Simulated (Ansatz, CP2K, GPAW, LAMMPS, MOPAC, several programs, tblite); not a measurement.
## CsI (CsCl type) from semi-empirical methods to plane-wave DFT

CsI (CsCl type), relaxed with r2SCAN in Ansatz, was computed with several methods. Space group Pm-3m (No. 221), cubic; conventional cell a = 4.608 Å, 48.93 Å³ an atom. Around Cs lie 8 I at 3.99 Å; around I lie 8 Cs at 3.99 Å. The values are computed, spin-unpolarised, and not measurements.

Space group Pm-3m (No. 221). a = 4.608 Å, b = 4.608 Å, c = 4.608 Å, α = 90.00°, β = 90.00°, γ = 90.00°

| atom | site | symmetry | x | y | z |
| --- | --- | --- | --- | --- | --- |
| Cs | 1a | m-3m | 0.0000 | 0.0000 | 0.0000 |
| I | 1b | m-3m | 0.5000 | 0.5000 | 0.5000 |

Gaps and times are for a single point on this cell; volume and bulk modulus come from each method's own relaxation or energy curve at fixed shape. Times are rough, from shared hosts (Arm Neoverse V2), and each method has its own mesh and cell size. GFN1-xTB (tblite): levels, charges or heat of formation failed a check of plausibility, so no values are given. PM6 (MOPAC), PM7 (MOPAC), GFN1-xTB (tblite), GFN2-xTB (tblite) treat a cluster of cells at its zone centre, which samples few k points: where these miss a band edge, the gap comes out too large for that reason alone. Gaps from k meshes are read at a limited set of points (mesh, symmetry points, PBE's band edges), so each method's own least gap may be somewhat smaller. Force fields have no electrons; where one was fitted to this phase, its volume and modulus reflect the fit. xTB and the PM methods were fitted mostly to molecules, and can miss a solid's gap by electronvolts. Minimal bases can be far off for gaps. GLLB-SC's gap includes the derivative discontinuity. d marks a direct gap, i an indirect one (no mark: not told apart), a dash a value that wasn't computed or didn't pass its checks.

```tsv
method	kind	gap (eV)	own volume (Å³/atom)	bulk modulus (GPa)	atoms computed	processor time
ffield.eim (LAMMPS)	force field	–	–	–	2	0.12 s
PM7 (MOPAC)	semi-empirical	7.46	–	–	16	0.5 s
PM6 (MOPAC)	semi-empirical	7.67	–	–	16	0.56 s
light PBE (260 eV, its own mesh)	light plane-wave	3.73 i	–	–	2	0.67 s
GFN1-xTB (tblite)	tight binding	–	–	–	16	0.77 s
GFN2-xTB (tblite)	tight binding	7.28	–	–	16	0.97 s
PBE	semilocal	3.80 i	50.78	10	2	2.2 s
PBE/SZV (CP2K)	small basis	3.37 i	–	–	2	4.1 s
r2SCAN	semilocal	4.52 i	48.93	12	2	6.1 s
GLLB-SC (GPAW)	model potential	7.00	–	–	2	6.6 s
PBE/DZVP (CP2K)	small basis	3.77 i	51.16	10	2	7.9 s
PBE/single zeta (GPAW)	small basis	3.77 i	–	–	2	35 s
```

Against r2SCAN (4.52 eV) the nearest gap at the points sampled is that of PBE (-0.72 eV) and the farthest that of PM6 (MOPAC) (+3.15 eV). r2SCAN is only a yardstick of convenience: semilocal gaps usually lie below measured ones, which GLLB-SC and hybrids aim to mend.

Volumes against r2SCAN's: PBE +3.8 %, PBE/DZVP (CP2K) +4.6 %.

No spin-orbit coupling is included; it can move band edges with weight on the heavy atoms by tenths of an eV.
